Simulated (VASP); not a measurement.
# Si in VASP: relaxation of the atoms with PBEsol

Aim: the relaxation of the atoms of Si with PBEsol.

Everything below comes from runs of VASP 6.6.1. Logs are shortened: lines on timing, memory, paths and dates and some standing lists are left out, and cuts for length are marked.

## 1. Starting point

The cell holds a slab with vacuum, 16 atoms: a = 7.687 Å, b = 3.844 Å, c = 24.112 Å, α = 90.00°, β = 90.00°, γ = 90.00°.

The cell was built by a generator and needn't be a form met in nature.

## 2. Relaxation of the atoms, PBEsol

Contents of INCAR:

```
SYSTEM = Si
PREC = Accurate ; ENCUT = 520
EDIFF = 1E-6 ; ISMEAR = 0
SIGMA = 0.03 ; LREAL = .False.
LASPH = .True. ; NELM = 120
ALGO = Fast ; ISIF = 2
LWAVE = .False. ; LCHARG = .False.
LDIPOL = .True. ; IDIPOL = 3
DIPOL = 0.5 0.5 0.500 ; GGA = PS
IBRION = 2 ; NSW = 90
EDIFFG = -0.01 ; ISYM = 0
KPAR = 4
```

Contents of KPOINTS:

```
regular mesh
0
Gamma
  4 7 1
  0 0 0
```

Contents of POSCAR:

```
Si
1.0
    7.6872406800      0.0000000000      0.0000000000
    0.0000000000      3.8436203400      0.0000000000
    0.0000000000      0.0000000000     24.1124750000
Si
16
Direct
   -0.0936617000      0.0000000000      0.3151895400
    0.5936617000      1.0000000000      0.2903061600
    0.5000000000      0.5000000000      0.3591056100
    0.0000000000      0.5000000000      0.3591056100
    0.2500000000      0.5000000000      0.4154633600
    0.7500000000      0.5000000000      0.4154633600
    0.7500000000      1.0000000000      0.4718211200
    0.2500000000      0.0000000000      0.4718211200
    0.5000000000      0.0000000000      0.5281788800
    0.0000000000      0.0000000000      0.5281788800
    0.0000000000      0.5000000000      0.5845366400
    0.5000000000      0.5000000000      0.5845366400
    0.7500000000      0.5000000000      0.6408943900
    0.2500000000      0.5000000000      0.6408943900
    0.1563383000      0.0000000000      0.6848104600
    0.8436617000      0.0000000000      0.7096938400
```

Potentials or basis: VASP PAW PBE potentials, release 64 (Si).

Run with:

```bash
$ cat potpaw_PBE.64/Si/POTCAR > POTCAR
$ mpirun -np 4 vasp_std > vasp.out
```

OUTCAR:

```text
SYSTEM = Si
   PREC = Accurate
   ENCUT = 520
   EDIFF = 1E-6
   ISMEAR = 0
   LREAL = .False.
   LASPH = .True.
   NELM = 120
   ISIF = 2
   GGA = PS
   IBRION = 2
   NSW = 90
   EDIFFG = -0.01
   ISYM = 0

 ion  position               nearest neighbor table
   1  0.906  0.000  0.315-   4 2.31   4 2.31   2 2.48
   2  0.594  0.000  0.290-   1 2.48   3 2.64   3 2.64
   3  0.500  0.500  0.359-   5 2.35   6 2.35   2 2.64   2 2.64
   4  0.000  0.500  0.359-   1 2.31   1 2.31   6 2.35   5 2.35
   5  0.250  0.500  0.415-   3 2.35   4 2.35   8 2.35   8 2.35
   6  0.750  0.500  0.415-   3 2.35   4 2.35   7 2.35   7 2.35
   7  0.750  0.000  0.472-   9 2.35  10 2.35   6 2.35   6 2.35
   8  0.250  0.000  0.472-   9 2.35  10 2.35   5 2.35   5 2.35
   9  0.500  0.000  0.528-   7 2.35   8 2.35  12 2.35  12 2.35
  10  0.000  0.000  0.528-   7 2.35   8 2.35  11 2.35  11 2.35
  11  0.000  0.500  0.585-  13 2.35  14 2.35  10 2.35  10 2.35
  12  0.500  0.500  0.585-  13 2.35  14 2.35   9 2.35   9 2.35
  13  0.750  0.500  0.641-  11 2.35  12 2.35  16 2.64  16 2.64
  14  0.250  0.500  0.641-  15 2.31  15 2.31  11 2.35  12 2.35
  15  0.156  0.000  0.685-  14 2.31  14 2.31  16 2.48
  16  0.844  0.000  0.710-  15 2.48  13 2.64  13 2.64

IMPORTANT INFORMATION: All symmetrisations will be switched off!
NOSYMM: (Re-)initialisation of all symmetry stuff for point group C_1.

----------------------------------------------------------------------------------------

                                     Primitive cell

  volume of cell :     712.4473

  direct lattice vectors                    reciprocal lattice vectors
     7.687240680  0.000000000  0.000000000     0.130085689  0.000000000  0.000000000
     0.000000000  3.843620340  0.000000000     0.000000000  0.260171378  0.000000000
     0.000000000  0.000000000 24.112475000     0.000000000  0.000000000  0.041472308

  length of vectors
     7.687240680  3.843620340 24.112475000     0.130085689  0.260171378  0.041472308

  position of ions in fractional coordinates (direct lattice)
     0.906338300  0.000000000  0.315189540
     0.593661700  0.000000000  0.290306160
     0.500000000  0.500000000  0.359105610
     0.000000000  0.500000000  0.359105610
     0.250000000  0.500000000  0.415463360
     0.750000000  0.500000000  0.415463360
[... 8 lines left out ...]
     0.156338300  0.000000000  0.684810460
     0.843661700  0.000000000  0.709693840

  ion indices of the primitive-cell ions
   primitive index   ion index
                 1           1
                 2           2
                 3           3
                 4           4
                 5           5
                 6           6
[... 8 lines left out ...]
                15          15
                16          16

----------------------------------------------------------------------------------------

 KPOINTS: regular mesh

Automatic generation of k-mesh.
 Grid dimensions read from file:
 generate k-points for:    4    7    1

 Generating k-lattice:

  Cartesian coordinates                     Fractional coordinates (reciprocal lattice)
     0.032521422  0.000000000  0.000000000     0.250000000  0.000000000  0.000000000
     0.000000000  0.037167340  0.000000000     0.000000000  0.142857143  0.000000000
     0.000000000  0.000000000  0.041472308     0.000000000  0.000000000  1.000000000

  Length of vectors
     0.032521422  0.037167340  0.041472308

  Shift w.r.t. Gamma in fractional coordinates (k-lattice)
     0.000000000  0.000000000  0.000000000

 Subroutine IBZKPT returns following result:
 ===========================================

 Found     15 irreducible k-points:

 Following reciprocal coordinates:
            Coordinates               Weight
  0.000000  0.000000  0.000000      1.000000
  0.250000  0.000000  0.000000      2.000000
  0.500000  0.000000  0.000000      1.000000
  0.000000  0.142857  0.000000      2.000000
  0.250000  0.142857  0.000000      2.000000
 -0.250000  0.142857  0.000000      2.000000
  0.500000  0.142857  0.000000      2.000000
  0.000000  0.285714  0.000000      2.000000
  0.250000  0.285714  0.000000      2.000000
 -0.250000  0.285714  0.000000      2.000000
  0.500000  0.285714  0.000000      2.000000
  0.000000  0.428571  0.000000      2.000000
  0.250000  0.428571  0.000000      2.000000
 -0.250000  0.428571  0.000000      2.000000
  0.500000  0.428571  0.000000      2.000000
   k-points           NKPTS =     15   k-points in BZ     NKDIM =     15   number of bands    NBANDS=     41
   number of dos      NEDOS =    301   number of ions     NIONS =     16
   total plane-waves  NPLWV = 324000
   dimension x,y,z NGX =    60 NGY =   30 NGZ =  180
   dimension x,y,z NGXF=   120 NGYF=   60 NGZF=  360
   ions per type =              16
   NGX,Y,Z   is equivalent  to a cutoff of  12.98, 12.98, 12.41 a.u.
   NGXF,Y,Z  is equivalent  to a cutoff of  25.95, 25.95, 24.82 a.u.
 SYSTEM =  Si
   PREC   = accura    normal or accurate (medium, high low for compatibility)
   ISTART =      0    job   : 0-new  1-cont  2-samecut
   ICHARG =      2    charge: 1-file 2-atom 10-const
   ISPIN  =      1    spin polarized calculation?
   LNONCOLLINEAR =      F non collinear calculations
   LSORBIT =      F    spin-orbit coupling
   LASPH  =      T    aspherical Exc in radial PAW
   ENCUT  =  520.0 eV  38.22 Ry    6.18 a.u.  14.29  7.15 44.83*2*pi/ulx,y,z
   NELM   =    120;   NELMIN=  2; NELMDL= -5     # of ELM steps
   EDIFF  = 0.1E-05   stopping-criterion for ELM
   LREAL  =      F    real-space projection
   EDIFFG = -.1E-01   stopping-criterion for IOM
   NSW    =     90    number of steps for IOM
   IBRION =      2    ionic relax: 0-MD 1-quasi-New 2-CG
   NFREE  =      1    steps in history (QN), initial steepest desc. (CG)
   ISIF   =      2    stress and relaxation
   ISYM   =      0    0-nonsym 1-usesym 2-fastsym
   POTIM  = 0.5000    time-step for ionic-motion
   TEBEG  =    0.0;   TEEND  =   0.0 temperature during run
   PSTRESS=    0.0 pullay stress
   NELECT =      64.0000    total number of electrons
   NUPDOWN=      -1.0000    fix difference up-down
   EMIN   =  10.00;   EMAX   =-10.00  energy-range for DOS
   EFERMI =   0.00;   METHOD = LEGACY
   ISMEAR =     0;   SIGMA  =   0.03  broadening in eV -4-tet -1-fermi 0-gaus
   EFERMI_NEDOS =   21; number of points for ismear=-14 and -15
   IALGO  =     68    algorithm
   IMIX   =      4    mixing-type and parameters
     AMIX     =   0.40;   BMIX     =  1.00
     AMIX_MAG =   1.60;   BMIX_MAG =  1.00
  volume/ion in A,a.u.               =      44.53       300.49
  Fermi-wavevector in a.u.,A,eV,Ry     =   0.733191  1.385530  7.314075  0.537569
  Thomas-Fermi vector in A             =   1.825839
   LORBIT       =      0    0 simple, 1 ext, 2 COOP (PROOUT), +10 PAW based schemes
   GGA     = PS    functional components
   LHFCALC =     F    Hartree Fock is set to
   AEXX    =    0.0000 exact exchange contribution
   IVDW    =     0    specifies the selected vdW correction
   LEPSILON=     F    determine dielectric tensor
   LRPA    =     F    only Hartree local field effects (RPA)
 conjugate gradient relaxation of ions
 non-spin polarized calculation
 RMM-DIIS sequential band-by-band and
 Gauss-broadening in eV      SIGMA  =   0.03
  energy-cutoff  :      520.00
  volume of cell :      712.45
 maximum number of plane-waves:     19225
 NGX is ok and might be reduce to    60
   NGX = 29   NGY = 15   NGZ = 89

--------------------------------------- Ionic step        1  -------------------------------------------

 number of electron      63.9999998 magnetization

 Free energy of the ion-electron system (eV)
  ---------------------------------------------------
  ext. energy  EPLUGINS =         0.00000000
  ---------------------------------------------------
  free energy    TOTEN  =       -85.36389402 eV

  energy without entropy =      -85.35943641  energy(sigma->0) =      -85.36166522

------------------------ aborting loop because EDIFF is reached ----------------------------------------

  FORCE on cell =-STRESS in cart. coord.  units (eV):
  Direction    XX          YY          ZZ          XY          YZ          ZX
  --------------------------------------------------------------------------------------
  -------------------------------------------------------------------------------------
  Total       -6.0139225     -6.7626335     -3.8655347     -0.0000015      0.0000037      0.0999980
  in kB      -13.5243269    -15.2080554     -8.6929544     -0.0000035      0.0000082      0.2248792
  external PRESSURE =     -12.4751122 kB  Pullay stress =       0.0000000 kB
[... 131 lines left out ...]
  FREE ENERGIE OF THE ION-ELECTRON SYSTEM (eV)
  ---------------------------------------------------
  free  energy   TOTEN  =       -86.1546010028 eV

  energy  without entropy=      -86.1488508289  energy(sigma->0) =      -86.15172592

 dipolmoment           0.000000      0.000000     -0.019161 electrons x Angstroem

 vacuum level on the upper side and lower side of the slab       (xc-potential included)         0.023        -0.035

 E-fermi :  -0.0237     XC(G=0):  -4.8890

 val. band max:       -0.1528214944   @ k =   0.5000   0.1429   0.0000
 cond. band min:       0.1708097453   @ k =   0.0000   0.4286   0.0000
 fundamental gap:      0.3236312398
 Fermi energy:        -0.0236915054

 k-point     1 :       0.0000    0.0000    0.0000
  band No.  band energies     occupation
      1     -12.0939      2.00000
      2     -11.7065      2.00000
      3     -10.6357      2.00000
      4     -10.0001      2.00000
      5      -9.8666      2.00000
      6      -9.2917      2.00000
[... 649 lines left out ...]
     40       2.2587      0.00000
     41       2.3793      0.00000

[... ionic steps 4 to 31 ...]

--------------------------------------- Ionic step       32  -------------------------------------------

 number of electron      63.9999999 magnetization

------------------------ aborting loop because EDIFF is reached ----------------------------------------

  FORCE on cell =-STRESS in cart. coord.  units (eV):
  Direction    XX          YY          ZZ          XY          YZ          ZX
  --------------------------------------------------------------------------------------
  -------------------------------------------------------------------------------------
  Total       -4.5894008      0.6837340     -0.0723776      0.0000014      0.0000011     -0.1235755
  in kB      -10.3208109      1.5376058     -0.1627654      0.0000031      0.0000026     -0.2779011
  external PRESSURE =      -2.9819901 kB  Pullay stress =       0.0000000 kB
[... 85 lines left out ...]
  energy  without entropy=      -86.9175314939  energy(sigma->0) =      -86.91753149

--------------------------------------- Ionic step       34  -------------------------------------------

 number of electron      63.9999999 magnetization

 dipolmoment           0.000000      0.000000      0.000760 electrons x Angstroem

 Free energy of the ion-electron system (eV)
  ---------------------------------------------------
  ext. energy  EPLUGINS =         0.00000000
  ---------------------------------------------------
  free energy    TOTEN  =       -86.91758548 eV

  energy without entropy =      -86.91758548  energy(sigma->0) =      -86.91758548

 E-fermi :   0.0199     XC(G=0):  -4.8912

 val. band max:       -0.1578972762   @ k =   0.5000   0.1429   0.0000
 cond. band min:       0.1709799690   @ k =   0.0000   0.4286   0.0000
 fundamental gap:      0.3288772453
 Fermi energy:         0.0198775976

 k-point     1 :       0.0000    0.0000    0.0000
  band No.  band energies     occupation
      1     -12.0921      2.00000
      2     -11.7072      2.00000
      3     -10.6358      2.00000
      4      -9.9933      2.00000
      5      -9.8663      2.00000
      6      -9.2907      2.00000
[... 649 lines left out ...]
     40       2.2538      0.00000
     41       2.3725      0.00000

------------------------ aborting loop because EDIFF is reached ----------------------------------------

 vacuum level on the upper side and lower side of the slab       (xc-potential included)        -0.032        -0.025

  FORCE on cell =-STRESS in cart. coord.  units (eV):
  Direction    XX          YY          ZZ          XY          YZ          ZX
  --------------------------------------------------------------------------------------
  -------------------------------------------------------------------------------------
  Total       -4.6028325      0.6735549     -0.0574769     -0.0000009      0.0000001     -0.1067425
  in kB      -10.3510166      1.5147147     -0.1292562     -0.0000019      0.0000003     -0.2400465
  external PRESSURE =      -2.9885194 kB  Pullay stress =       0.0000000 kB

 VOLUME and BASIS-vectors are now :
 -----------------------------------------------------------------------------
  energy-cutoff  :      520.00
  volume of cell :      712.45
      direct lattice vectors                 reciprocal lattice vectors
     7.687240680  0.000000000  0.000000000     0.130085689  0.000000000  0.000000000
     0.000000000  3.843620340  0.000000000     0.000000000  0.260171378  0.000000000
     0.000000000  0.000000000 24.112475000     0.000000000  0.000000000  0.041472308
[... 22 lines left out ...]
  FREE ENERGIE OF THE ION-ELECTRON SYSTEM (eV)
  ---------------------------------------------------
  free  energy   TOTEN  =       -86.9175854835 eV

  energy  without entropy=      -86.9175854835  energy(sigma->0) =      -86.91758548

 reached required accuracy - stopping structural energy minimisation

 vacuum level on the upper side and lower side of the slab         4.821         4.830
```

It took 36 min on 4 MPI ranks of Intel Xeon 6975P-C (Granite Rapids), shared host; peak memory 0.91 GiB.

Results:

| Quantity | Value |
| --- | --- |
| Free energy | -86.9176 eV |
| Energy gained by relaxing | 97.1 meV/atom |
| Ionic steps | 34 |
| Largest force after relaxing | 0.008 eV/Å |
| Band gap on the k mesh | 0.33 eV, indirect (least direct gap 0.62 eV) |

Forces in eV/Å, atoms in the order of the input:
```
Si  -0.001  0.000 -0.001
Si   0.002  0.000  0.001
Si   0.005  0.000  0.001
Si   0.005  0.000  0.003
Si   0.008  0.000  0.001
Si   0.007  0.000  0.000
Si  -0.002  0.000 -0.002
Si  -0.002  0.000 -0.001
Si  -0.003  0.000 -0.004
Si  -0.004  0.000  0.005
Si  -0.006  0.000 -0.002
Si  -0.002  0.000 -0.001
Si  -0.003  0.000 -0.002
Si  -0.004  0.000 -0.001
Si  -0.001  0.000  0.004
Si   0.002  0.000 -0.002
```

Step by step:
```
step  energy change (eV)  largest force (eV/Å)  pressure (GPa)
   1              0.0000                1.5588           -1.25
   2             -0.3945                0.9416           -1.26
   3             -0.7907                1.1355           -1.01
   4             -0.9895                0.9920           -0.82
   5             -0.9994                1.1809           -0.75
   6             -1.1651                0.5724           -0.76
   7             -1.2102                0.4792           -0.74
   8             -1.2599                0.4018           -0.72
   9             -1.3022                0.5133           -0.68
  10             -1.3374                0.4642           -0.64
  11             -1.4163                0.4133           -0.53
  12             -1.4269                0.6441           -0.39
  13             -1.4481                0.5005           -0.44
  14             -1.5093                0.2774           -0.38
  15             -1.5210                0.2404           -0.34
  16             -1.5324                0.1773           -0.32
  17             -1.5371                0.2592           -0.29
  18             -1.5443                0.1249           -0.28
  19             -1.5457                0.1110           -0.27
  20             -1.5484                0.0670           -0.28
  21             -1.5499                0.1151           -0.29
  22             -1.5515                0.0480           -0.29
  23             -1.5516                0.0602           -0.29
  24             -1.5524                0.0392           -0.30
  25             -1.5525                0.0392           -0.30
  26             -1.5530                0.0212           -0.29
  27             -1.5530                0.0234           -0.29
  28             -1.5532                0.0211           -0.28
  29             -1.5533                0.0351           -0.28
  30             -1.5534                0.0208           -0.29
  31             -1.5535                0.0215           -0.29
  32             -1.5536                0.0191           -0.30
  33             -1.5536                0.0207           -0.30
  34             -1.5537                0.0085           -0.30
```

Final structure:
```cif
data_structure
_symmetry_space_group_name_H-M 'P 1'
_symmetry_Int_Tables_number 1
_cell_length_a 7.6872
_cell_length_b 3.8436
_cell_length_c 24.1125
_cell_angle_alpha 90.000
_cell_angle_beta 90.000
_cell_angle_gamma 90.000
_cell_volume 712.45
loop_
_atom_site_label
_atom_site_type_symbol
_atom_site_fract_x
_atom_site_fract_y
_atom_site_fract_z
_atom_site_occupancy
Si1 Si 0.85778 0.00000 0.33158 1
Si2 Si 0.57944 0.00000 0.29739 1
Si3 Si 0.52810 0.50000 0.35383 1
Si4 Si 0.99906 0.50000 0.36237 1
Si5 Si 0.27272 0.50000 0.40904 1
Si6 Si 0.74555 0.50000 0.42230 1
Si7 Si 0.75538 0.00000 0.47761 1
Si8 Si 0.27171 0.00000 0.46669 1
Si9 Si 0.50329 0.00000 0.53310 1
Si10 Si 0.02300 0.00000 0.52312 1
Si11 Si 0.01192 0.50000 0.57825 1
Si12 Si 0.50849 0.50000 0.59057 1
Si13 Si 0.77605 0.50000 0.64087 1
Si14 Si 0.24926 0.50000 0.64403 1
Si15 Si 0.10182 0.00000 0.67083 1
Si16 Si 0.81645 0.00000 0.69842 1
```

Levels at points of the mesh, in eV from the valence-band top:
| k point | band 28 | band 29 | band 30 | band 31 | band 32 | band 33 | band 34 | band 35 | band 36 | band 37 |
| --- | --- | --- | --- | --- | --- | --- | --- | --- | --- | --- |
| (0.00, 0.00, 0.00) | -0.67 | -0.65 | -0.53 | -0.41 | -0.14 | 0.48 | 0.50 | 0.84 | 1.14 | 1.67 |
| (0.50, 0.00, 0.00) | -0.70 | -0.38 | -0.30 | -0.25 | -0.23 | 0.39 | 0.72 | 1.59 | 1.71 | 1.95 |

Caveat: the PAW data sets were made with another functional, which shifts forces and pressure a little.
